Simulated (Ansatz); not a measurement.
# Zn (Fm-3m) in Ansatz: convergence with ecutrho ratio

Aim: find how far ecutrho ratio must go before the results for Zn settle, at PBE. This setting moves, with any that are tied to it; all else stays.

All numbers are computed with Ansatz 0.2.0; they aren't measurements. Logs are shortened: lines on timing, memory, paths and dates and some standing lists are left out, and cuts for length are marked.

## 1. Starting point

It takes space group Fm-3m (No. 225, cubic). The conventional cell has a = 3.930 Å, b = 3.930 Å, c = 3.930 Å, α = 90.00°, β = 90.00°, γ = 90.00°. Zn (site symmetry m-3m) is surrounded by 12 Zn at 2.78 Å.

This isn't the form of Zn at room conditions, which is hcp.

## 2. With ecutrho ratio 4

The input, input.yaml:

```yaml
crystal:
  lattice:
    - [0.0, 1.964776, 1.964776]
    - [1.964776, 0.0, 1.964776]
    - [1.964776, 1.964776, 0.0]
  atoms:
    - { symbol: Zn, position: [0.0, 0.0, 0.0] }
hamiltonian:
  xc: pbe
  pseudopotentials: { kind: paw }
kpoints:
  mp_grid: { grid: [10, 10, 10] }
scf:
  occupations: { method: gaussian, width: 0.1 }
output:
  forces: true
  stress: true
  eigenvalues: true
basis:
  ecutrho_ratio: 4
```

Potentials or basis: Ansatz PAW.

The run is started by

```sh
ansatz run input.yaml --threads 2 --pin off --max-ram 5632MiB --backend cpu --events-out ev --progress --plain --runs-dir out
```

Output:

```text
Warning: RAYON_NUM_THREADS=2 ignored (pool sized by the plan → 2); use --threads N
Engine: ansatz 0.2.0, aarch64-unknown-linux-gnu
Pseudopotentials: kind: paw
Pseudopotential: Zn, paw, valence charge 12, recommended cutoff 420 eV (normal), Zn.paw.azcp
Functional definition: PBE
  parameter kappa = 0.804
  parameter beta = 0.06672455060314922
  exchange = pbe_x(kappa = kappa, mu = beta*pi^2/3)
  correlation = pbe_c(beta = beta)
Crystal: 1 atoms, lattice volume = 15.169 Å³
Basis set: ecut = 420 eV, 307 PW (Γ), exchange–correlation on 40×40×40 points (8 copies of the dense FFT grid, shifted against one another)
Bands: 10, of which v1, the nominal top of the filled ones, is band 6 counted from 1 (5 counted from 0)
Symmetry: 48 space group operations
Space group: Fm-3m (ITA 225), of the structure as read, at distance tolerance 2.5e-5 Å
k-points: 47 of 1000
Non-local potential: Zn, projectors of the file, l = 0: 2, l = 1: 2, l = 2: 3, l = 3: 1
PAW form: soft (Blöchl's): semilocal exchange-correlation on the pseudo side does not see the compensation charge
PAW one-centre angular grid: Zn, 590 points (default); XC on 64 Gauss nodes
Initial density: superposition of atomic densities (neutral atoms: chi_scale 0, normalization atom), corrected by the library's trained network
Initial wavefunctions: pseudopotential atomic-orbital guess
Functional: x = pbe(κ = 0.804, μ = 0.2195149727645171), c = pbe(β = 0.06672455060314922)
SCF iter   1: F=—  HF=-3319.007486 eV  |F-HF|=—  |Δ(HF+E_count)|=         —  Δρ=2.30e-3  dr2=4.84e-4  ethr=1.77e-3  ⟨swp⟩=4.7  Hψ=2956  notcnv=0
preconditioner: auto → none  [insulator: Δε(μ)=0.152 eV  Ē_g=17.086 eV  σ=0.100 eV  W_gap=0.55  n_scr=0 (ndim 8)  ℏωp=33.0 eV  f_vac=0.000  D(μ)=0.53/eV (n_scr^D=0)  ε∞_Penn≈4.7]
SCF iter   2: F=—  HF=-3319.007384 eV  |F-HF|=—  |Δ(HF+E_count)|=   1.02e-4  Δρ=2.55e-3  dr2=5.10e-4  ethr=4.03e-6  ⟨swp⟩=2.0  Hψ=1126  notcnv=0
SCF iter   3: F=—  HF=-3319.007152 eV  |F-HF|=—  |Δ(HF+E_count)|=   2.31e-4  Δρ=7.04e-4  dr2=3.40e-5  ethr=4.03e-6  ⟨swp⟩=2.0  Hψ=692  notcnv=0
SCF iter   4: F=—  HF=-3319.007150 eV  |F-HF|=—  |Δ(HF+E_count)|=   2.17e-6  Δρ=1.31e-4  dr2=8.65e-7  ethr=2.84e-7  ⟨swp⟩=2.0  Hψ=707  notcnv=0
iter 5 did not close the SCF: its close was put off for the readings that it lacked (scf_convergence_deferred on its scf_iter line)
SCF iter   5: F=-3319.007151 eV  HF=-3319.007151 eV  |F-HF|=1.52e-8  |Δ(HF+E_count)|=   9.92e-7  Δρ=1.09e-5  dr2=9.31e-9  ethr=7.21e-9  ⟨swp⟩=2.8  Hψ=749  notcnv=0
SCF iter   6: F=-3319.007151 eV  HF=-3319.007151 eV  |F-HF|=2.59e-11  |Δ(HF+E_count)|=   4.50e-9  Δρ=7.06e-7  dr2=3.55e-11  ethr=7.76e-11  ⟨swp⟩=2.6  Hψ=1695  notcnv=0
SCF 1 converged in 6 iterations: F = -3319.007151 eV  dr2 = 3.55e-11
SCF converged after 6 iterations
Free energy (F): -3319.007151 eV
Harris-Foulkes:  -3319.007151 eV  (|F-HF|=2.59e-11)
Internal energy: -3319.004477 eV  (E = F + TS)
E sigma→0 (E₀):  -3319.005814 eV
Entropy (-TS):   -0.002674 eV (-2.674 meV/atom)
Fermi energy:    11.209168 eV
--- Per-component energies (eV) ---
  E_band       = 49.699333
  E_kinetic    = 130.922270
  E_local      = -1529.352087  (includes V_loc(G=0)·N_el)
  E_nonlocal   = 610.740613
  E_hartree    = 640.975050
  E_xc         = -137.650301
  E_vxc        = -52.530929  (∫ρ·V_xc dr)
  E_paw        = -1824.967922  (= ΣΔE_a)
  E_vpaw       = -392.030564  (= ΣTr[D̂ρ^β])
  E_aug_tail   = -0.000370  (compensation charges beyond the density's cutoff)
  E_ewald      = -1209.671730
  E_smearing   = -0.002674  (= −TS)
  E_closure    = 0.000000  (closes the sum)
  Σ components = -3319.007151   (vs F -3319.007151, Δ=0.00e0)
--- Forces (eV/Å), atoms counted from 1 ---
  atom   1  Zn    -0.00000000    -0.00000000    -0.00000000
  max |Σ_I F_I| component: 2.63e-31 eV/Å
--- Stress (GPa, compression-positive) ---
       -0.376397       0.000000      -0.000000
       -0.000000      -0.376397       0.000000
       -0.000000      -0.000000      -0.376397
  P = ⅓ Tr σ = -0.3764 GPa (-3.764 kbar)
--- Band table (eV; the first three rows and the last of 47) ---
  k-point 0: bands = ["0.6829", "3.4420", "3.4420", "3.4420", "3.8228", "3.8228", "29.2338", "29.2338", "29.2338", "29.5648"]
  k-point 1: bands = ["0.9826", "3.4198", "3.4742", "3.4742", "3.8147", "3.8147", "25.3237", "28.4328", "28.4328", "29.3793"]
  k-point 2: bands = ["1.8152", "3.4341", "3.5224", "3.5224", "3.8323", "3.8323", "20.5698", "27.3891", "27.3891", "29.1081"]
  k-point 46: bands = ["3.0559", "3.1619", "3.5506", "3.8789", "4.1796", "12.2173", "13.7895", "14.5032", "15.6022", "30.3581"]
```

Wall time 0.41 s (2 threads of Arm Neoverse V1, shared host); peak memory 0.25 GiB.

Results:

| Quantity | Value |
| --- | --- |
| Free energy | -3319.0072 eV |
| Pressure | -0.4 GPa |
| Band gap on the k mesh | none (metal or under the smearing width) |

## 3. With ecutrho ratio 5

Changes to input.yaml since step 2:

```diff
@@ -19,2 +19,2 @@
 basis:
-  ecutrho_ratio: 4
+  ecutrho_ratio: 5
```

Potentials or basis: Ansatz PAW.

The run is started by

```sh
ansatz run input.yaml --threads 2 --pin off --max-ram 5632MiB --backend cpu --events-out ev --progress --plain --runs-dir out
```

It took 0.43 s on 2 threads of Arm Neoverse V1, shared host; peak memory 0.25 GiB.

Results:

```
Free energy            : -3319.0071 eV
Pressure               : -0.4 GPa
Band gap on the k mesh : none (metal or under the smearing width)
```

## 4. With ecutrho ratio 6

Changes to input.yaml since step 3:

```diff
@@ -19,2 +19,2 @@
 basis:
-  ecutrho_ratio: 5
+  ecutrho_ratio: 6
```

The run is started by

```sh
ansatz run input.yaml --threads 2 --pin off --max-ram 5632MiB --backend cpu --events-out ev --progress --plain --runs-dir out
```

Run time: 0.43 s. Hardware: 2 threads of Arm Neoverse V1, shared host; peak memory 0.25 GiB.

What came out:

```yaml
Free_energy: -3319.0071 eV
Pressure: -0.4 GPa
Band_gap_on_the_k_mesh: none (metal or under the smearing width)
```

## 5. With ecutrho ratio 8

Changes to input.yaml since step 4:

```diff
@@ -19,2 +19,2 @@
 basis:
-  ecutrho_ratio: 6
+  ecutrho_ratio: 8
```

The run is started by

```sh
ansatz run input.yaml --threads 2 --pin off --max-ram 5632MiB --backend cpu --events-out ev --progress --plain --runs-dir out
```

Run time: 0.45 s. Hardware: 2 threads of Arm Neoverse V1, shared host; peak memory 0.26 GiB.

Results (log left out):

```
Free energy            : -3319.0071 eV
Pressure               : -0.4 GPa
Band gap on the k mesh : none (metal or under the smearing width)
```

## 6. With ecutrho ratio 10

Changes to input.yaml since step 5:

```diff
@@ -19,2 +19,2 @@
 basis:
-  ecutrho_ratio: 8
+  ecutrho_ratio: 10
```

Potentials or basis: Ansatz PAW.

The run is started by

```sh
ansatz run input.yaml --threads 2 --pin off --max-ram 5632MiB --backend cpu --events-out ev --progress --plain --runs-dir out
```

Run time: 0.46 s. Hardware: 2 threads of Arm Neoverse V1, shared host; peak memory 0.27 GiB.

It converged, with:

```
Free energy            : -3319.0071 eV
Pressure               : -0.4 GPa
Band gap on the k mesh : none (metal or under the smearing width)
```

## 7. With ecutrho ratio 12

Changes to input.yaml since step 6:

```diff
@@ -19,2 +19,2 @@
 basis:
-  ecutrho_ratio: 10
+  ecutrho_ratio: 12
```

The run is started by

```sh
ansatz run input.yaml --threads 2 --pin off --max-ram 5632MiB --backend cpu --events-out ev --progress --plain --runs-dir out
```

Run time: 0.5 s. Hardware: 2 threads of Arm Neoverse V1, shared host; peak memory 0.28 GiB.

Results (log left out):

- Free energy: -3319.0071 eV
- Pressure: -0.4 GPa
- Band gap on the k mesh: none (metal or under the smearing width)

## 8. Summary

```tsv
ecutrho ratio	energy less the tightest run, at zero smearing (meV/atom)	SCF cycles	CPU time (s)	peak memory (GiB)
4	0.00	6	0.69	0.25
5	0.00	6	0.72	0.25
6	0.00	6	0.72	0.25
8	0.00	6	0.76	0.26
10	0.00	6	0.78	0.27
12	0.00	6	0.87	0.28
```

Against the tightest run, the energy stays within 1 meV/atom from 4 on. The tightest run that finished is the yardstick and may itself not be fully converged.
